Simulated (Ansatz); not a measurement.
# In3Se: how settings move the results, part 2 of 2

The task, for In3Se: sweep the k-point mesh, then see how the k-point mesh shifted by half a step moves the results.

Ansatz 0.2.0; DFT PBE, scalar-relativistic, plane waves, PAW. The steps go on from the part before.

## (8) K-point mesh: 12×12×12

input.yaml

```yaml
crystal:
  lattice:
    - [4.803758, 0.0, 0.0]
    - [0.0, 4.803758, 0.0]
    - [0.0, 0.0, 4.803758]
  atoms:
    - { symbol: In, position: [0.0, 0.5, 0.5] }
    - { symbol: In, position: [0.5, 0.0, 0.5] }
    - { symbol: In, position: [0.5, 0.5, 0.0] }
    - { symbol: Se, position: [0.0, 0.0, 0.0] }
basis:
  ecutwfc: 420
kpoints:
  mp_grid: { grid: [12, 12, 12] }
hamiltonian:
  xc: pbe
scf:
  occupations: { method: gaussian, width: 0.1 }
output:
  forces: true
  stress: true
  eigenvalues: true
  write_density: true
  write_potential: true
  elf: true
  volumetric_format: npy
```

The run is started by

```console
> ansatz run input.yaml --threads 1 --pin off --max-ram 2560MiB --backend cpu --events-out ev --progress --plain --runs-dir out
```

What it wrote (excerpt; [...] marks lines left out):

```text
[...]
SCF converged after 7 iterations
Free energy (F): -22263.115906 eV
[...]
E sigma→0 (E₀):  -22263.112578 eV
Entropy (-TS):   -0.006656 eV (-1.664 meV/atom)
Fermi energy:    8.917240 eV
[...]
--- Forces (eV/Å), atoms counted from 1 ---
  atom   1  In     0.00000000     0.00000000    -0.00000000
  atom   2  In    -0.00000000    -0.00000000     0.00000000
  atom   3  In     0.00000000     0.00000000    -0.00000000
  atom   4  Se    -0.00000000     0.00000000     0.00000000
[...]
--- Stress (GPa, compression-positive) ---
       -0.310447       0.000000       0.000000
       -0.000000      -0.310447       0.000000
        0.000000       0.000000      -0.310447
  P = ⅓ Tr σ = -0.3104 GPa (-3.104 kbar)
--- Band table (eV; the first three rows and the last of 84) ---
[...]
```

Wall time 17 s (1 thread of Intel Xeon Platinum 8488C (Sapphire Rapids), shared host); peak memory 0.54 GiB.

Density in a lattice plane of the grid's cell (edges 4.80 and 4.80 Å, at 0.000 of the third edge), which holds In and Se.

Values in e/Å³, 12 rows by 12 columns:
```
11.78  4.00  0.72  0.25  0.09  0.05  0.04  0.05  0.09  0.25  0.72  4.00
 1.05  0.72  0.37  0.16  0.09  0.08  0.08  0.08  0.09  0.16  0.37  0.72
 0.30  0.25  0.16  0.12  0.13  0.19  0.23  0.19  0.13  0.12  0.16  0.25
 0.10  0.09  0.09  0.13  0.31  0.87  1.37  0.87  0.31  0.13  0.09  0.09
 0.05  0.05  0.08  0.19  0.87  3.85  6.67  3.85  0.87  0.19  0.08  0.05
 0.04  0.04  0.08  0.23  1.37  6.67 11.96  6.67  1.37  0.23  0.08  0.04
 0.05  0.05  0.08  0.19  0.87  3.85  6.67  3.85  0.87  0.19  0.08  0.05
 0.10  0.09  0.09  0.13  0.31  0.87  1.37  0.87  0.31  0.13  0.09  0.09
 0.30  0.25  0.16  0.12  0.13  0.19  0.23  0.19  0.13  0.12  0.16  0.25
 1.05  0.72  0.37  0.16  0.09  0.08  0.08  0.08  0.09  0.16  0.37  0.72
11.78  4.00  0.72  0.25  0.09  0.05  0.04  0.05  0.09  0.25  0.72  4.00
45.34 11.78  1.05  0.30  0.10  0.05  0.04  0.05  0.10  0.30  1.05 11.78
```
Columns run along the first of these edges and rows up along the second, over one cell in 12 and 12 even steps from the bottom left corner. Atoms in the plane (fractional): In at (0.50, 0.50), Se at (0.00, 0.00).

ELF in the same plane.

Ten even steps from ' ' (0.00) to '@' (0.79):
```
--==**@@@@@@%%**--::..      ..::--**%%@@@@@@**==
####@@@@@@@@##++--....      ....--++##@@@@@@@@##
@@@@@@@@@@%%**==::..............::==**%%@@@@@@@@
@@@@@@@@%%**==::::::::::::::::::::::==**%%@@@@@@
%%%%%%##++--::::::::::------::::::::::--++##%%%%
****++==--::::::::--------------::::::::--==++**
----::::..::::::------------------::::::..::::--
..........::::------::..  ..::------::::........
      ....::------::          ::------::....    
      ..::::------::          ::------::::..    
      ....::------::          ::------::....    
..........::::------::..  ..::------::::........
----::::..::::::------------------::::::..::::--
****++==--::::::::--------------::::::::--==++**
%%%%%%##++--::::::::::------::::::::::--++##%%%%
@@@@@@@@%%**==::::::::::::::::::::::==**%%@@@@@@
@@@@@@@@@@%%**==::..............::==**%%@@@@@@@@
####@@@@@@@@##++--....      ....--++##@@@@@@@@##
--==**@@@@@@%%**--::..      ..::--**%%@@@@@@**==
..::++%%@@@@%%##==::..      ..::==##%%@@@@%%++::
```
Columns run along the first of these edges and rows up along the second, over one cell in 24 and 20 even steps from the bottom left corner. Atoms in the plane (fractional): In at (0.50, 0.50), Se at (0.00, 0.00).

Both are smooth fields of the valence electrons: close to the nuclei they are not physical.

Maxima of ELF outside the ion cores: 0.80 in the shell around Se, 0.8 Å from Se.

This run gives -5565.7781 eV/atom at zero smearing, pressure -0.31 GPa and no gap on the mesh.

## (9) K-point mesh: 14×14×14

input.yaml, as its differences from that of step 8:

```diff
@@ -13,3 +13,3 @@
 kpoints:
-  mp_grid: { grid: [12, 12, 12] }
+  mp_grid: { grid: [14, 14, 14] }
 hamiltonian:
@@ -22,5 +22 @@
   eigenvalues: true
-  write_density: true
-  write_potential: true
-  elf: true
-  volumetric_format: npy
```

The run is started by

```console
> ansatz run input.yaml --threads 1 --pin off --max-ram 2560MiB --backend cpu --events-out ev --progress --plain --runs-dir out
```

What it wrote (excerpt; [...] marks lines left out):

```text
Warning: RAYON_NUM_THREADS=1 ignored (pool sized by the plan → 1); use --threads N
[...]
[... 4 set-up lines as earlier in the session ...]
[...]
Crystal: 4 atoms, lattice volume = 110.852 Å³
Basis set: ecut = 420 eV, 2109 PW (Γ), exchange–correlation on 72×72×72 points (8 copies of the dense FFT grid, shifted against one another)
Bands: 33, of which v1, the nominal top of the filled ones, is band 28 counted from 1 (27 counted from 0)
[... 2 set-up lines as earlier in the session ...]
k-points: 120 of 2744
[...]
SCF iter   1: F=—  HF=-22263.118511 eV  |F-HF|=—  |Δ(HF+E_count)|=         —  Δρ=1.81e-3  dr2=1.19e-2  ethr=1.77e-3  ⟨swp⟩=6.9  Hψ=16073  notcnv=0
[...]
SCF iter   7: F=-22263.112705 eV  HF=-22263.112705 eV  |F-HF|=5.93e-8  |Δ(HF+E_count)|=   9.14e-8  Δρ=7.42e-6  dr2=8.88e-8  ethr=1.82e-10  ⟨swp⟩=7.6  Hψ=17437  notcnv=0
[...]
SCF converged after 7 iterations
Free energy (F): -22263.112705 eV
[...]
E sigma→0 (E₀):  -22263.108845 eV
Entropy (-TS):   -0.007721 eV (-1.930 meV/atom)
Fermi energy:    8.937323 eV
[...]
--- Forces (eV/Å), atoms counted from 1 ---
  atom   1  In     0.00000000     0.00000000    -0.00000000
  atom   2  In    -0.00000000    -0.00000000    -0.00000000
  atom   3  In     0.00000000    -0.00000000     0.00000000
  atom   4  Se    -0.00000000     0.00000000     0.00000000
[...]
--- Stress (GPa, compression-positive) ---
       -0.305085       0.000000      -0.000000
        0.000000      -0.305085       0.000000
        0.000000       0.000000      -0.305085
  P = ⅓ Tr σ = -0.3051 GPa (-3.051 kbar)
--- Band table (eV; the first three rows and the last of 120) ---
[...]
```

Run time: 21 s. Hardware: 1 thread of Intel Xeon Platinum 8488C (Sapphire Rapids), shared host; peak memory 0.64 GiB.

Read-out: -5565.7772 eV/atom at zero smearing, pressure -0.31 GPa and no gap on the mesh.

## (10) The sweep of the k-point mesh side by side

ΔE: energy per atom at zero smearing, less that of the run at 14×14×14. Pressure is positive in compression.

| mesh | ΔE (meV/atom) | pressure (GPa) | irreducible points | SCF cycles | CPU time |
| --- | --- | --- | --- | --- | --- |
| 1×1×1 | 619 | 5.96 | 1 | 8 | 0.81 s |
| 2×2×2 | 206 | 2.95 | 4 | 8 | 1.9 s |
| 4×4×4 | 9.28 | -0.14 | 10 | 7 | 2.1 s |
| 6×6×6 | -0.60 | -0.28 | 20 | 7 | 3.5 s |
| 8×8×8 | -0.26 | -0.31 | 35 | 7 | 5.8 s |
| 10×10×10 | -0.29 | -0.32 | 56 | 7 | 15 s |
| 12×12×12 | -0.93 | -0.31 | 84 | 7 | 17 s |
| 14×14×14 | 0.00 | -0.31 | 120 | 7 | 21 s |

The times were taken beside other jobs on the same host; read them as orders of magnitude.

## (11) K-point mesh shifted by half a step: 4×4×4

input.yaml, as its differences from that of step 9:

```diff
@@ -13,3 +13,3 @@
 kpoints:
-  mp_grid: { grid: [14, 14, 14] }
+  mp_grid: { grid: [4, 4, 4], shift: [0.5, 0.5, 0.5] }
 hamiltonian:
```

The run is started by

```console
> ansatz run input.yaml --threads 1 --pin off --max-ram 2560MiB --backend cpu --events-out ev --progress --plain --runs-dir out
```

What it wrote (excerpt; [...] marks lines left out):

```text
Warning: RAYON_NUM_THREADS=1 ignored (pool sized by the plan → 1); use --threads N
[...]
[... 4 set-up lines as earlier in the session ...]
[...]
Crystal: 4 atoms, lattice volume = 110.852 Å³
Basis set: ecut = 420 eV, 2109 PW (Γ), exchange–correlation on 72×72×72 points (8 copies of the dense FFT grid, shifted against one another)
Bands: 33, of which v1, the nominal top of the filled ones, is band 28 counted from 1 (27 counted from 0)
[... 2 set-up lines as earlier in the session ...]
k-points: 4 of 64
[...]
SCF iter   1: F=—  HF=-22263.186736 eV  |F-HF|=—  |Δ(HF+E_count)|=         —  Δρ=3.59e-3  dr2=3.81e-2  ethr=1.77e-3  ⟨swp⟩=6.8  Hψ=532  notcnv=0
[...]
SCF iter   7: F=-22263.175534 eV  HF=-22263.175534 eV  |F-HF|=1.94e-9  |Δ(HF+E_count)|=   6.33e-8  Δρ=2.26e-6  dr2=6.25e-9  ethr=1.82e-10  ⟨swp⟩=4.0  Hψ=410  notcnv=0
[...]
SCF converged after 7 iterations
Free energy (F): -22263.175534 eV
[...]
E sigma→0 (E₀):  -22263.171809 eV
Entropy (-TS):   -0.007450 eV (-1.863 meV/atom)
Fermi energy:    8.742859 eV
[...]
--- Forces (eV/Å), atoms counted from 1 ---
  atom   1  In     0.00000000    -0.00000000    -0.00000000
  atom   2  In     0.00000000    -0.00000000     0.00000000
  atom   3  In     0.00000000    -0.00000000     0.00000000
  atom   4  Se    -0.00000000    -0.00000000    -0.00000000
[...]
--- Stress (GPa, compression-positive) ---
       -0.912062      -0.000000       0.000000
       -0.000000      -0.912062       0.000000
        0.000000       0.000000      -0.912062
  P = ⅓ Tr σ = -0.9121 GPa (-9.121 kbar)
--- Band table (eV) ---
[...]
```

Wall time 1.2 s (1 thread of Intel Xeon Platinum 8488C (Sapphire Rapids), shared host); peak memory 0.4 GiB.

This run gives -5565.7930 eV/atom at zero smearing, pressure -0.91 GPa and no gap on the mesh.

## (12) K-point mesh shifted by half a step: 6×6×6

input.yaml, as its differences from that of step 11:

```diff
@@ -13,3 +13,3 @@
 kpoints:
-  mp_grid: { grid: [4, 4, 4], shift: [0.5, 0.5, 0.5] }
+  mp_grid: { grid: [6, 6, 6], shift: [0.5, 0.5, 0.5] }
 hamiltonian:
```

The run is started by

```console
> ansatz run input.yaml --threads 1 --pin off --max-ram 2560MiB --backend cpu --events-out ev --progress --plain --runs-dir out
```

What it wrote (excerpt; [...] marks lines left out):

```text
Warning: RAYON_NUM_THREADS=1 ignored (pool sized by the plan → 1); use --threads N
[...]
[... 4 set-up lines as earlier in the session ...]
[...]
Crystal: 4 atoms, lattice volume = 110.852 Å³
Basis set: ecut = 420 eV, 2109 PW (Γ), exchange–correlation on 72×72×72 points (8 copies of the dense FFT grid, shifted against one another)
Bands: 33, of which v1, the nominal top of the filled ones, is band 28 counted from 1 (27 counted from 0)
[... 2 set-up lines as earlier in the session ...]
k-points: 10 of 216
[...]
SCF iter   1: F=—  HF=-22263.136314 eV  |F-HF|=—  |Δ(HF+E_count)|=         —  Δρ=2.12e-3  dr2=1.46e-2  ethr=1.77e-3  ⟨swp⟩=6.7  Hψ=1331  notcnv=0
[...]
SCF iter   7: F=-22263.130128 eV  HF=-22263.130128 eV  |F-HF|=4.69e-10  |Δ(HF+E_count)|=   6.15e-8  Δρ=2.39e-6  dr2=7.87e-9  ethr=1.82e-10  ⟨swp⟩=4.0  Hψ=993  notcnv=0
[...]
SCF converged after 7 iterations
Free energy (F): -22263.130128 eV
[...]
E sigma→0 (E₀):  -22263.127775 eV
Entropy (-TS):   -0.004705 eV (-1.176 meV/atom)
Fermi energy:    8.857438 eV
[...]
--- Forces (eV/Å), atoms counted from 1 ---
  atom   1  In     0.00000000     0.00000000     0.00000000
  atom   2  In     0.00000000    -0.00000000     0.00000000
  atom   3  In     0.00000000    -0.00000000    -0.00000000
  atom   4  Se     0.00000000    -0.00000000     0.00000000
[...]
--- Stress (GPa, compression-positive) ---
       -0.442641      -0.000000       0.000000
       -0.000000      -0.442641       0.000000
        0.000000       0.000000      -0.442641
  P = ⅓ Tr σ = -0.4426 GPa (-4.426 kbar)
--- Band table (eV; the first three rows and the last of 10) ---
[...]
```

It took 2 s on 1 thread of Intel Xeon Platinum 8488C (Sapphire Rapids), shared host; peak memory 0.42 GiB.

Read-out: -5565.7819 eV/atom at zero smearing, pressure -0.44 GPa and no gap on the mesh.

## (13) K-point mesh shifted by half a step set to 8×8×8

input.yaml, as its differences from that of step 12:

```diff
@@ -13,3 +13,3 @@
 kpoints:
-  mp_grid: { grid: [6, 6, 6], shift: [0.5, 0.5, 0.5] }
+  mp_grid: { grid: [8, 8, 8], shift: [0.5, 0.5, 0.5] }
 hamiltonian:
```

The run is started by

```console
> ansatz run input.yaml --threads 1 --pin off --max-ram 2560MiB --backend cpu --events-out ev --progress --plain --runs-dir out
```

What it wrote (excerpt; [...] marks lines left out):

```text
Warning: RAYON_NUM_THREADS=1 ignored (pool sized by the plan → 1); use --threads N
[...]
[... 4 set-up lines as earlier in the session ...]
[...]
Crystal: 4 atoms, lattice volume = 110.852 Å³
Basis set: ecut = 420 eV, 2109 PW (Γ), exchange–correlation on 72×72×72 points (8 copies of the dense FFT grid, shifted against one another)
Bands: 33, of which v1, the nominal top of the filled ones, is band 28 counted from 1 (27 counted from 0)
[... 2 set-up lines as earlier in the session ...]
k-points: 20 of 512
[...]
SCF iter   1: F=—  HF=-22263.120447 eV  |F-HF|=—  |Δ(HF+E_count)|=         —  Δρ=1.99e-3  dr2=1.45e-2  ethr=1.77e-3  ⟨swp⟩=6.7  Hψ=2658  notcnv=0
[...]
SCF iter   7: F=-22263.114088 eV  HF=-22263.114088 eV  |F-HF|=1.80e-9  |Δ(HF+E_count)|=   1.30e-7  Δρ=2.37e-6  dr2=6.92e-9  ethr=1.82e-10  ⟨swp⟩=7.9  Hψ=2534  notcnv=0
[...]
SCF converged after 7 iterations
Free energy (F): -22263.114088 eV
[...]
E sigma→0 (E₀):  -22263.111583 eV
Entropy (-TS):   -0.005011 eV (-1.253 meV/atom)
Fermi energy:    8.955086 eV
[...]
--- Forces (eV/Å), atoms counted from 1 ---
  atom   1  In     0.00000000    -0.00000000     0.00000000
  atom   2  In     0.00000000    -0.00000000    -0.00000000
  atom   3  In     0.00000000     0.00000000     0.00000000
  atom   4  Se    -0.00000000     0.00000000    -0.00000000
[...]
--- Stress (GPa, compression-positive) ---
       -0.321716      -0.000000       0.000000
       -0.000000      -0.321716       0.000000
        0.000000       0.000000      -0.321716
  P = ⅓ Tr σ = -0.3217 GPa (-3.217 kbar)
--- Band table (eV; the first three rows and the last of 20) ---
[...]
```

It took 3.4 s on 1 thread of Intel Xeon Platinum 8488C (Sapphire Rapids), shared host; peak memory 0.45 GiB.

Result: -5565.7779 eV/atom at zero smearing, pressure -0.32 GPa and no gap on the mesh.

## (14) The sweep of the k-point mesh shifted by half a step side by side

Energies are per atom, extrapolated to zero smearing, and count from the base run (10×10×10 mesh through Γ, Gaussian smearing of 0.1 eV). Pressure is positive in compression.

| shifted mesh | ΔE (meV/atom) | pressure (GPa) | irreducible points | SCF cycles | CPU time |
| --- | --- | --- | --- | --- | --- |
| 4×4×4 | -15.5 | -0.91 | 4 | 7 | 1.2 s |
| 6×6×6 | -4.44 | -0.44 | 10 | 7 | 2 s |
| 8×8×8 | -0.40 | -0.32 | 20 | 7 | 3.4 s |

The times were taken beside other jobs on the same host; read them as orders of magnitude.

## (15) Outcome

This closing draws on all 2 parts.

```
                                                 quantity                                 value
  k-point mesh: within 10 and 1 meV/atom of 14×14×14 from             4×4×4 for 10; 6×6×6 for 1
largest energy shift, k-point mesh shifted by half a step  -15.5 meV/atom at 4×4×4
```

What this shows: In the sweep of the k-point mesh, 6×6×6 already comes within 1 meV/atom of the reference, and so do all later runs, at about 0.17 of the reference's time. The reference is only the best run made, not a proven limit. The error changes sign along the series, since a k mesh isn't variational, and a metal needs dense meshes to resolve its Fermi surface. The densest shifted mesh lands 0.40 meV/atom from the base run. The final runs have no spin polarisation, so no magnetic state was tried and one may lie lower.
